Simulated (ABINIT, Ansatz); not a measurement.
**KBr (Fm-3m): modes at Γ and the response to a field**

Which modes does KBr (Fm-3m) have at the zone centre?

Calculated with ABINIT 10.8.3; DFT LDA, scalar-relativistic, plane waves, PseudoDojo norm-conserving pseudopotentials.

Report form: the programs' logs are mostly left out.

## (1) The starting structure

Symmetry: Fm-3m, No. 225, cubic system. Conventional cell: a = 6.371 Å, b = 6.371 Å, c = 6.371 Å, α = 90.00°, β = 90.00°, γ = 90.00°. Nearest to K lie 6 Br at 3.19 Å. Nearest to Br lie 6 K at 3.19 Å. Farther neighbours and most contacts between anions are not listed.

## (2) Relaxation

The harmonic expansion needs vanishing forces, and a free crystal bears no stress, so cell and atoms are brought to rest. Stress is more sensitive to the basis than forces are: the last 3 Ha under the cutoff are smoothed with ecutsm, and the cutoff is raised above that of the later runs.

The starting cell comes from a relaxation made beforehand in Ansatz (LDA, PseudoDojo NC).

Input file relax.abi:

```
# relaxation
ionmov 2
optcell 2
dilatmx 1.08
ntime 40
tolmxf 1.0d-05
tolvrs 1.0d-14
prtwf 0
prtden 0
chksymtnons 0

# basis, mesh and filling
ecut 40.0
ecutsm 3.0
ngkpt 6 6 6
nshiftk 1
shiftk 0.0 0.0 0.0
istwfk *1
occopt 1
nband 8
nstep 100
diemac 9.0
prtebands 0
prtgsr 0
useylm 1

# cell and atoms
acell 8.51264324 8.51264324 8.51264324
rprim 
    0.0 0.7071067812 0.7071067812
    0.7071067812 0.0 0.7071067812
    0.7071067812 0.7071067812 0.0
ntypat 2
znucl 19 35
natom 2
typat 1 2
xred 
    0.0 0.0 0.0
    0.5 0.5 0.5
pp_dirpath "./pseudo"
pseudos "K.upf, Br.upf"
```

The run is started by

```bash
> OMP_NUM_THREADS=1 mpirun -n 2 abinit relax.abi > relax.log
```

The job ended after 78 s (2 MPI ranks of Intel Xeon at 2.70GHz, shared host).

Little changed from the start: no atom moved by 0.005 Å and no cell edge by 0.1 %.

This step gave:

```
volume per atom : 32.31 Å³
pressure        : 2.28e-6 GPa
```

## (3) Self-consistent run for the response

First-order wavefunctions inherit every error of the ground state, hence the very tight tolvrs. The mesh is shifted off Γ, since shifted meshes converge sums over the zone faster.

Input file gs.abi:

```
# ground state
tolvrs 1.0d-16
prtden 1
prtwf 1

# basis, mesh and filling
ecut 32.0
ngkpt 4 4 4
nshiftk 4
shiftk 
    0.5 0.5 0.5
    0.5 0.0 0.0
    0.0 0.5 0.0
    0.0 0.0 0.5
istwfk *1
occopt 1
nband 8
nstep 100
diemac 9.0
prtebands 0
prtgsr 0
useylm 1

# cell and atoms
acell 8.511988667 8.511988667 8.511988667
rprim 
    0.0 0.7071067812 0.7071067812
    0.7071067812 0.0 0.7071067812
    0.7071067812 0.7071067812 0.0
ntypat 2
znucl 19 35
natom 2
typat 1 2
xred 
    0.0 0.0 0.0
    0.5 0.5 0.5
pp_dirpath "./pseudo"
pseudos "K.upf, Br.upf"
```

The run is started by

```bash
> OMP_NUM_THREADS=1 mpirun -n 2 abinit gs.abi > gs.log
```

Wall time 19 s (2 MPI ranks).

Read from the output:

| Item | Value |
| --- | --- |
| pressure | -0.06257 GPa |

The cell stands at -0.063 GPa, close enough for phonons.

## (4) Empty bands

Empty bands on the ground state's density check that the gap assumed so far is there in this cell.

Input file gap.abi:

```
# empty bands on the ground state's density
iscf -2
getden_filepath "gso_DEN"
tolwfr 1.0d-12
nbdbuf 2
prtwf 0

# basis, mesh and filling
ecut 32.0
ngkpt 6 6 6
nshiftk 1
shiftk 0.0 0.0 0.0
istwfk *1
occopt 1
nband 12
nstep 100
diemac 9.0
prtebands 0
prtgsr 0
useylm 1

# cell and atoms
acell 8.511988667 8.511988667 8.511988667
rprim 
    0.0 0.7071067812 0.7071067812
    0.7071067812 0.0 0.7071067812
    0.7071067812 0.7071067812 0.0
ntypat 2
znucl 19 35
natom 2
typat 1 2
xred 
    0.0 0.0 0.0
    0.5 0.5 0.5
pp_dirpath "./pseudo"
pseudos "K.upf, Br.upf"
```

The run is started by

```bash
> OMP_NUM_THREADS=1 mpirun -n 2 abinit gap.abi > gap.log
```

Elapsed: 24 s, on 2 MPI ranks; 47 s of CPU time.

This step gave:

```yaml
gap_on_the_k_mesh: 4.324 eV
```

In this cell the gap on the mesh is 4.3 eV, direct, so fixed occupations hold.

## (5) Zone-centre response

The derivative of the wavefunctions by k comes first, since the response to a field is built on it; then the field and the displacements that symmetry doesn't supply are solved at q = 0.

It reads the wavefunctions written in step 3.

Input file dfpt_gamma.abi:

```
ndtset 2

# common to the responses
getwfk_filepath "gso_WFK"
kptopt 2
nqpt 1
qpt 0.0 0.0 0.0
asr 0
chneut 0

# d/dk
rfelfd1 2
rfdir1 1 1 1
iscf1 -3
tolwfr1 1.0d-20

# displacements, field
rfphon2 1
rfatpol2 1 2
rfdir2 1 1 1
rfelfd2 3
getddk2 1
tolvrs2 1.0d-10
prtwf2 0

# basis, mesh and filling
ecut 32.0
ngkpt 4 4 4
nshiftk 4
shiftk 
    0.5 0.5 0.5
    0.5 0.0 0.0
    0.0 0.5 0.0
    0.0 0.0 0.5
istwfk *1
occopt 1
nband 8
nstep 100
diemac 9.0
prtebands 0
prtgsr 0
useylm 1

# cell and atoms
acell 8.511988667 8.511988667 8.511988667
rprim 
    0.0 0.7071067812 0.7071067812
    0.7071067812 0.0 0.7071067812
    0.7071067812 0.7071067812 0.0
ntypat 2
znucl 19 35
natom 2
typat 1 2
xred 
    0.0 0.0 0.0
    0.5 0.5 0.5
pp_dirpath "./pseudo"
pseudos "K.upf, Br.upf"
```

The run is started by

```bash
> OMP_NUM_THREADS=1 mpirun -n 2 abinit dfpt_gamma.abi > dfpt_gamma.log
```

It took 6.7 min on 2 MPI ranks; 13 min of CPU time.

This step gave:

- miss of the charge sum rule: 3.78e-4 e
- largest acoustic frequency at the zone centre before the sum rule: 0.37 cm⁻¹
- highest optical zone-centre mode (no LO-TO term): 130.0 cm⁻¹
- lowest optical zone-centre mode: 130.0 cm⁻¹
- mean high-frequency dielectric constant: 2.759
- largest Born charge in size (third of the trace): 1.102 e

Born charge (rows field, columns displacement), before the sum rule (e), principal values of the symmetric part by kind of site:

| atom | atoms with these values | low | middle | high | mean |
| --- | --- | --- | --- | --- | --- |
| K1 | 1 | 1.10 | 1.10 | 1.10 | 1.10 |
| Br2 | 1 | -1.10 | -1.10 | -1.10 | -1.10 |

In full for K1:

```
1.10 0.00 0.00
0.00 1.10 0.00
0.00 0.00 1.10
```

High-frequency dielectric tensor:

```
2.76 0.00 0.00
0.00 2.76 0.00
0.00 0.00 2.76
```

The acoustic modes at Γ come out as far as 0.4 cm⁻¹ from zero, where they should vanish, a small numerical error; the Born charges miss their sum rule by 3.8e-4 e, which is good.

## (6) Zone-centre analysis

anaddb reads the merged derivatives, imposes the acoustic sum rule and charge neutrality, and adds the LO-TO term along chosen directions.

Input file anaddb.abi:

```
ddb_filepath "gamma_DDB"
output_file "anaddb.abo"
outdata_prefix "anaddb"
asr 1
chneut 1
enunit 2
eivec 1
nph1l 1
qph1l 0.0 0.0 0.0 1.0
dieflag 1
nph2l 3
qph2l 
    1.0 0.0 0.0 0.0
    0.0 0.0 1.0 0.0
    1.0 1.0 1.0 0.0
```

Input file mrgddb.in:

```
gamma_DDB
merged
2
dfpt_gammao_DS2_DDB
gso_DDB
```

The run is started by

```bash
> mrgddb < mrgddb.in > mrgddb.log
> OMP_NUM_THREADS=1 anaddb anaddb.abi > anaddb.log
```

Elapsed: 0.81 s, on 1 thread.

Read from the output:

* mean static dielectric constant: 4.842
* highest mode moved by the LO-TO term: 172.3 cm⁻¹

No LO-TO term; unit eigenvectors of the mass-weighted matrix, from anaddb's displacements. Modes at Γ, with each element's share of the kinetic energy:

| mode | frequency (cm⁻¹) | symmetry | K % | Br % |
| --- | --- | --- | --- | --- |
| 1 | 0.0 | acoustic | 33 | 67 |
| 2 | 0.0 | acoustic | 33 | 67 |
| 3 | 0.0 | acoustic | 33 | 67 |
| 4 | 130.0 | T1u | 67 | 33 |
| 5 | 130.0 | T1u | 67 | 33 |
| 6 | 130.0 | T1u | 67 | 33 |

Displacements in mode 4 (130.0 cm⁻¹), the largest set to 1:
```
K1   0.00  0.00  1.00
Br2  0.00  0.00 -0.49
```

Trace of the oscillator strength, degenerate modes summed. Infrared lines, with heights relative to the strongest:

| position (cm⁻¹) | lines merged | IR intensity, relative |
| --- | --- | --- |
| 130 | 3 | 100 |

Static dielectric tensor (ions relaxed, fixed cell):

```
4.84 0.00 0.00
0.00 4.84 0.00
0.00 0.00 4.84
```

The rule moves no optical mode by more than 0.1 cm⁻¹.

## (7) Sum rules set otherwise (asr 0)

Without the rule the raw error of the acoustic modes shows.

Edit anaddb.abi of step 6 so:

```diff
@@ -3,4 +3,4 @@
 outdata_prefix "anaddb"
-asr 1
-chneut 1
+asr 0
+chneut 0
 enunit 2
```

mrgddb.in is that of step 6.

Elapsed: 0.78 s, on 1 thread.

Zone-centre frequencies as printed; negative means imaginary. Modes:

| mode | frequency (cm⁻¹) |
| --- | --- |
| 1 | 0.37 |
| 2 | 0.37 |
| 3 | 0.37 |
| 4 | 130 |
| 5 | 130 |
| 6 | 130 |

## (8) A second program

The same cell, potentials and cutoff go through another code, on another k mesh. Its k mesh is centred on Γ.

This step: DFT LDA, scalar-relativistic, plane waves, PseudoDojo norm-conserving pseudopotentials (Ansatz 0.2.0).

Input file input.yaml:

```yaml
crystal:
  lattice:
    - [0.0, 3.1850567282, 3.1850567282]
    - [3.1850567282, 0.0, 3.1850567282]
    - [3.1850567282, 3.1850567282, 0.0]
  atoms:
    - { symbol: K, position: [0.0, 0.0, 0.0] }
    - { symbol: Br, position: [0.5, 0.5, 0.5] }
kpoints:
  mp_grid: { grid: [6, 6, 6] }
hamiltonian:
  xc: lda
  pseudopotentials: { kind: nc, accuracy: standard }
scf:
  occupations: { method: fixed }
output:
  eigenvalues: true
basis:
  ecutwfc: 870.764
phonons:
  method: dfpt
  dielectric: true
  rigid_motions: translations
```

The run is started by

```bash
> ansatz run input.yaml --threads 2 --pin off --max-ram 4096MiB --backend cpu --events-out ev --progress --plain --runs-dir out
```

Elapsed: 36 s, on 2 threads; peak memory 0.63 GiB.

Read from the output:

- sum-rule residual before enforcement: 0.001038 eV/Å²
- miss of the charge sum rule: 1.75e-4 e
- estimated error of the dielectric tensor: 0.005414
- estimated error of the Born charges: 0.009546 e
- mean high-frequency dielectric constant: 2.760
- largest Born charge in size (third of the trace): 1.103 e
- mean static dielectric constant: 4.846

Transverse modes. Lines of the infrared spectrum (strongest = 100):

| position (cm⁻¹) | label | IR intensity ((D/Å)²/amu), degenerate modes summed, relative |
| --- | --- | --- |
| 130 | T1u | 100 |

## (9) Side by side: ABINIT PseudoDojo and Ansatz, PseudoDojo

Numbers from this step:

```yaml
root_mean_square_difference: 0.01 cm⁻¹
largest_difference: 0.01 cm⁻¹
```

Frequencies side by side, by row:

| q (reciprocal lattice) | mode | ABINIT PseudoDojo (cm⁻¹) | Ansatz, PseudoDojo (cm⁻¹) |
| --- | --- | --- | --- |
| 0 0 0 | 1 | 0 | 0 |
| 0 0 0 | 2 | 0 | 0 |
| 0 0 0 | 3 | 0 | 0 |
| 0 0 0 | 4 | 130 | 130 |
| 0 0 0 | 5 | 130 | 130 |
| 0 0 0 | 6 | 130 | 130 |

The two runs side by side. Further quantities:

| quantity | ABINIT PseudoDojo | Ansatz, PseudoDojo |
| --- | --- | --- |
| mean ε∞ | 2.759 | 2.76 |
| largest Born charge in size (e; the first before, the second after the charge sum rule) | 1.102 | 1.103 |
| summed IR intensity ((D/Å)²/amu) | 3.201 | 3.205 |

At the zone centre the largest difference (acoustic modes at Γ apart) is 0.008 % of the highest mode.

## (10) Results

```yaml
space_group_after_relaxation: Fm-3m
volume_per_atom: 32.3 Å³
highest_optical_zone_centre_mode_no_lo_to_term: 130.0 cm⁻¹
highest_mode_moved_by_the_lo_to_term: 172.3 cm⁻¹
mean_high_frequency_dielectric_constant: 2.76
largest_born_charge_in_size_third_of_the_trace: 1.10 e
mean_static_dielectric_constant: 4.84
imaginary_optical_modes_at_the_zone_centre_no_q_mesh_in_this_session: none
largest_difference_from_ansatz_pseudodojo: 0.01 cm⁻¹
```

**Reading.** At the LDA level the optical modes of KBr (Fm-3m) at the zone centre (no LO-TO term) lie at 130 cm⁻¹. Along the directions run, the highest mode that the macroscopic field moves lies at 172 cm⁻¹. Lattice motion raises the mean dielectric constant from 2.759 to 4.842. The Born charge of K is 1.102 e against a formal charge of +1, somewhat above it. The Lyddane-Sachs-Teller relation holds: (ωLO/ωTO)² is 1.75 and ε₀/ε∞ is 1.75. ABINIT PseudoDojo and Ansatz, PseudoDojo agree to 0.01 cm⁻¹ (0.008 % of the highest mode compared) on all solved modes but the acoustic ones at Γ, without the LO-TO term. These are harmonic frequencies at zero temperature: anharmonic shifts and linewidths and thermal expansion are left out. Ansatz warns that the cutoff lies 11 % under the one recommended for these files; agreement at one cutoff is not convergence.

[Host names and launcher messages were left out of these logs when they were recorded.]

[Logs are printed without paths, hosts, clocks, repeated set-up lines and the standing remarks that a program may print on its own settings, such as how far it seeks lower states.]

[Hosts, paths, dates, database ids (printed as entryN), source tags and the programs' standing remarks are cut or masked in the printed files.]
